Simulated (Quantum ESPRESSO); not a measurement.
Write the native input for Quantum ESPRESSO 7.5 that does the following.

| Quantity | Value |
| --- | --- |
| Task | relaxation of cell and atoms |
| Functional | PBEsol |
| Potentials or basis | GBRV 1.5 PBEsol |
| Cutoff | 871 eV |
| Density cutoff | 7007 eV |
| k mesh | 13 × 13 × 13 |
| Occupations | fermi-dirac, width 0.05 eV |
| Spin | collinear spin, ferromagnetic start |
| Starting moments | [3.0] μB |
| Target pressure | 30 GPa |
| Mixing beta | 0.3 |
| Most SCF iterations | 120 |
| SCF threshold | 2e-10 Ry |
| Most ionic steps | 40 |
| Forc conv thr | 0.0004 Ry/bohr |
| Etot conv thr | 1e-05 Ry |
| Ion dynamics | bfgs |
| Cell dynamics | bfgs |
| Press conv thr | 0.3 kbar |

Crystal: Fe.

```xyz
1
Lattice="-1.4430 1.4430 1.4430 1.4430 -1.4430 1.4430 1.4430 1.4430 -1.4430" Properties=species:S:1:pos:R:3 pbc="T T T"
Fe    0.0000    0.0000    0.0000
```

These files were run (other wordings do the same):

pw.in

```
&CONTROL
  calculation = 'vc-relax'
  prefix = 'pwscf'
  outdir = './tmp'
  pseudo_dir = './pseudo'
  tprnfor = .true.
  tstress = .true.
  disk_io = 'low'
  nstep = 40
  forc_conv_thr = 0.0004
  etot_conv_thr = 1d-05
/
&SYSTEM
  ibrav = 0
  nat = 1
  ntyp = 1
  ecutwfc = 64
  ecutrho = 515
  nbnd = 17
  occupations = 'smearing'
  smearing = 'fd'
  degauss = 0.00367493
  nspin = 2
  starting_magnetization(1) = 0.1875
/
&ELECTRONS
  conv_thr = 2d-10
  electron_maxstep = 120
  mixing_beta = 0.3
/
&IONS
  ion_dynamics = 'bfgs'
/
&CELL
  cell_dynamics = 'bfgs'
  press = 300
  press_conv_thr = 0.3
/
ATOMIC_SPECIES
Fe    55.8450 fe_pbesol_v1.5.uspp.F.UPF
CELL_PARAMETERS bohr
  -2.7268747978    2.7268747978    2.7268747978
   2.7268747978   -2.7268747978    2.7268747978
   2.7268747978    2.7268747978   -2.7268747978
ATOMIC_POSITIONS bohr
Fe     0.0000000000    0.0000000000    0.0000000000
K_POINTS automatic
13 13 13 0 0 0
```

Potentials or basis: GBRV 1.5 PBEsol.

The run is started by

```bash
$ OMP_NUM_THREADS=1 mpirun -n 2 pw.x -nk 2 -in pw.in > pw.out
```

It gave:

| Item | Value |
| --- | --- |
| Relaxed volume | 9.77 Å³/atom |
| Relaxed cell | a = 2.333 Å, b = 2.333 Å, c = 2.333 Å, α = 109.47°, β = 109.47°, γ = 109.47° |
| Space group after relaxing (to 0.05 Å) | Im-3m (No. 229) |
| Energy change on relaxing (the enthalpy is what falls) | +18.1 meV/atom |
| Ionic steps | 5 |
| Pressure after relaxing | 30.0 GPa |
| Band gap on the k mesh | none (metal or under the smearing width) |
| Net moment | 1.99 μB per cell |
| Absolute moment | 2.06 μB per cell |
| Site moments | Fe +2.00 μB |
| Valence electrons inside the program's atomic spheres | Fe 14.18 |

Caveat: the volume moved by over 15 % at a fixed basis, so the end points are rough.

Wall time 80 s on 2 MPI ranks on Arm Neoverse V1 (shared host), peak memory 0.18 GiB a rank.
